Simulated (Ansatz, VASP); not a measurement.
## One calculation of SnSe, two programs

File INCAR:

```
PREC     = Accurate       # precision mode
ENCUT    = 520            # plane-wave cutoff, eV
EDIFF    = 1E-6           # SCF threshold, eV
ISMEAR   = 0              # smearing method
SIGMA    = 0.05           # smearing width, eV
LREAL    = False          # projectors in reciprocal space
LASPH    = True           # aspherical terms in the spheres
NELM     = 60             # most SCF steps
ALGO     = Normal         # electronic algorithm
ISIF     = 2              # what is computed and relaxed
LWAVE    = False          # write WAVECAR
LCHARG   = True           # write CHGCAR
GGA      = PS             # functional
LELF     = True           # ELF
LVHAR    = True         
NBANDS   = 17             # bands
```

File KPOINTS:

```
regular mesh
0
Gamma
  8 8 8
```

Contents of POSCAR:

```
SnSe
1.0
    0.0000000000      3.0100000000      3.0100000000
    3.0100000000      0.0000000000      3.0100000000
    3.0100000000      3.0100000000      0.0000000000
Sn Se
1 1
Direct
    0.0000000000      0.0000000000      0.0000000000
    0.4813122924      0.4813122924      0.5186877076
```

Input for Ansatz:

```yaml
crystal:
  lattice:
    - [0.0, 3.01, 3.01]
    - [3.01, 0.0, 3.01]
    - [3.01, 3.01, 0.0]
  atoms:
    - { symbol: Sn, position: [0.0, 0.0, 0.0] }
    - { symbol: Se, position: [0.4813122924, 0.4813122924, 0.5186877076] }
basis:
  ecutwfc: 420
kpoints:
  mp_grid: { grid: [8, 8, 8] }
hamiltonian:
  xc: pbesol
scf:
  occupations: { method: gaussian, width: 0.05 }
output:
  forces: true
  stress: true
  eigenvalues: true
```

Change from the starting cell: all Se atoms moved +0.113 Å, as atom 2 towards its neighbour atom 1 (Sn) at 3.010 Å.

Alike in both runs: task single point; functional PBEsol; k mesh 8 × 8 × 8; occupations gaussian, width 0.05 eV; no spin polarisation.

```csv
,VASP,Ansatz
version,VASP 6.6.1,Ansatz 0.2.0
potentials or method,"VASP PAW PBE potentials, release 64 (Sn_d, Se)","scalar-relativistic, plane waves, PAW"
plane-wave cutoff (eV),520,420
valence electrons in the cell,20,30
```

Ansatz gave:

```
gap on the k mesh at the Fermi level (eV)       : 0.70
least direct gap on the mesh (eV)               : 0.70
pressure (GPa)                                  : -1.7
largest component of the traceless stress (GPa) : 0.23
rms of the force components (eV/Å)              : 0.008
```

Task: Which values does VASP return?

Result: gap on the k mesh at the Fermi level (eV): 0.70; least direct gap on the mesh (eV): 0.70; pressure (GPa): -1.7; largest component of the traceless stress (GPa): 0.24; rms of the force components (eV/Å): 0.010.

Atom by atom the forces differ by 0.002 eV/Å (rms over components). The two sets of potentials don't hold the same shells in valence.

Caveats: the PAW data sets were made with another functional, which shifts forces and pressure a little (VASP); spin-orbit coupling is left out, which moves the levels of the heavy elements. A k mesh can miss the band edges.
